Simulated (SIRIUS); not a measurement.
**CsH under changes of volume**

One of the cells (32.401 Å³/atom); the others are scaled copies at fixed shape and fractional positions:

```
CELL_PARAMETERS angstrom
0.00000 3.18800 3.18800
3.18800 0.00000 3.18800
3.18800 3.18800 0.00000
ATOMIC_POSITIONS crystal
Cs 0.00000 0.00000 0.00000
H 0.50000 0.50000 0.50000
```

| Item | Value |
| --- | --- |
| Program | SIRIUS 7.12.0 |
| Functional | LDA |
| Potentials or basis | all-electron FP-LAPW |
| Cutoff | 170 eV |
| Basis | apw+lo standard |
| k mesh | 7 × 7 × 7 |
| Occupations | fermi-dirac, width 0.05 eV |
| Spin | no spin polarisation |

```csv
volume (Å³/atom),energy over the lowest point (meV/atom),gap on the mesh (eV)
30.457,0.00,2.17
31.105,?,?
31.753,7.43,2.21
32.401,12.28,2.23
33.049,17.55,2.25
33.697,23.46,2.27
34.345,29.60,2.29
```

**Question.** What does the run at 31.105 Å³/atom give?

**Answer.** Energy over the lowest point 3.17 meV/atom; gap on the mesh 2.19 eV.

Worked out: A Birch-Murnaghan fit of order 3 (a polynomial in V^(-2/3)) to the other rows has no minimum within the range. It gives 3.31 meV/atom at 31.105 Å³/atom, against the run's 3.17. A straight line through the other rows of the gap, of slope 0.999 eV per unit of ln V (its deformation potential), gives 2.19 eV, against the run's 2.19.

Energies are extrapolated to zero smearing.

Caveats: spin-orbit coupling is left out, which moves the levels of the heavy elements; an odd mesh through Γ misses points on the zone boundary, where band edges often lie.
